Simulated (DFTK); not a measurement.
A run of DFTK 0.8.2:

The input run.jl:

```julia
using DFTK
using PseudoPotentialData
using Unitful, UnitfulAtomic
using LinearAlgebra, Printf
include("save.jl")
disable_threading()

# lattice vectors are the columns
lattice = austrip(1u"Å") * [           0.0          2.365          2.365;
                    2.365            0.0          2.365;
                    2.365          2.365            0.0]
symbols   = [:Zr, :C]
positions = [[0.5, 0.5, 0.5],
             [0.0, 0.0, 0.0]]
pseudopotentials = Dict(:C => "C.upf", :Zr => "Zr.upf")
elements = Dict(s => ElementPsp(s, pseudopotentials; rcut=10.0) for s in unique(symbols))
atoms    = [elements[s] for s in symbols]

build_model(lattice, positions; symmetries=false) =
    model_DFT(lattice, atoms, positions;
              functionals=PBE0(),
              temperature=austrip(0.05u"eV"),
              smearing=Smearing.FermiDirac(),
              symmetries)
Ecut  = 45.0  # hartree
kgrid = [2, 2, 2]
tol   = 1e-5
to_GPa = ustrip(uconvert(u"GPa", 1u"hartree/bohr^3"))

model = build_model(lattice, positions)
basis = PlaneWaveBasis(model; Ecut, kgrid, use_symmetries_for_kpoint_reduction=false)
display(basis)
# start from PBE orbitals
model_pbe  = model_DFT(model.lattice, atoms, model.positions; functionals=PBE(), model.temperature, model.smearing, symmetries=false)
basis_pbe  = PlaneWaveBasis(model_pbe; Ecut, kgrid, basis.fft_size, use_symmetries_for_kpoint_reduction=false)
scfres_pbe = self_consistent_field(basis_pbe; tol=1e-4, nbandsalg=AdaptiveBands(model_pbe; n_bands_converge=13))
scfres = self_consistent_field(basis;
                               tol,
                               nbandsalg=AdaptiveBands(model; n_bands_converge=13),
                               scfres_pbe.ρ,
                               scfres_pbe.ψ,
                               scfres_pbe.occupation,
                               scfres_pbe.eigenvalues,
                               solver=ScfDampingSolver(),
                               exxalg=AceExx(; sketch_with_extra_orbitals=true))
display(scfres.energies)
@printf "Fermi level: %.6f eV\n" ustrip(auconvert(u"eV", something(scfres.εF, NaN)))
forces = compute_forces_cart(scfres)
println("Forces (eV/Å)")
for (s, f) in zip(symbols, forces)
    @printf "%-3s %12.6f %12.6f %12.6f\n" s ustrip.(auconvert.(u"eV/Å", f))...
end
println("Levels at the first k-point (eV): ", round.(ustrip.(auconvert.(u"eV", scfres.eigenvalues[1][1:scfres.n_bands_converge])); digits=4))
save_scf!(scfres; forces)
```

Potentials or basis: SG15 1.2 (PBE).

The run is started by

```console
$ julia --threads=1 run.jl  # save.jl only writes the numbers to a file and isn't shown; printed stress counts tension as positive; times include loading and compiling
```

Hardware: 1 thread of Intel(R) Xeon(R) Platinum 8488C (Sapphire Rapids), with other jobs on the host.

Problem. How long does it take, and how much memory?

Solution. It took 14 min on 1 thread of Intel(R) Xeon(R) Platinum 8488C (Sapphire Rapids), with other jobs on the host, peak memory 1.8 GiB. Counts: scf iterations 11, k points 8, plane waves 2637, bands 13.
